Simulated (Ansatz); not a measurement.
## Cd under changes of volume

One of the cells (21.585 Å³/atom); the others are scaled copies at fixed shape and fractional positions:

```
Cd
1.0
     2.97887    0.00000    0.00000
    -1.48944    2.57978    0.00000
     0.00000    0.00000    5.61765
Cd
2
Direct
  0.66667 0.33333 0.75000
  0.33333 0.66667 0.25000
```

```yaml
Program: Ansatz 0.2.0
Functional: r2SCAN
Potentials_or_basis: Ansatz PAW
Cutoff: "500 eV (not typed: the program's choice for these potentials)"
k_mesh: 10 × 10 × 5
Occupations: fermi-dirac, width 0.05 eV
Spin: no spin polarisation
```

| volume (Å³/atom) | energy over the lowest point (meV/atom) | pressure (GPa) |
| --- | --- | --- |
| 20.290 | 21.20 | 5.0 |
| 20.722 | 10.05 | 3.3 |
| 21.154 | 3.17 | 1.8 |
| 21.585 | 0.00 | 0.5 |
| 22.017 | ? | ? |
| 22.449 | 3.11 | -1.6 |
| 22.880 | 8.63 | -2.5 |

Task: What does the run at 22.017 Å³/atom give?

Result: Energy over the lowest point 0.12 meV/atom; pressure -0.6 GPa.

Worked out: A Birch-Murnaghan fit of order 3 (a polynomial in V^(-2/3)) to the other rows has its minimum at 21.78 Å³/atom with B0 = V·E''(V) = 58 GPa and B' = 5.5 at fixed shape and positions, which overstates the stiffness. It gives 0.11 meV/atom at 22.017 Å³/atom, against the run's 0.12, and -dE/dV = -0.6 GPa, against -0.6.

Energies are extrapolated to zero smearing.

Caveats: the PAW data sets come from PBE, with cores solved anew for the run's functional, which leaves a small shift of forces and pressure.
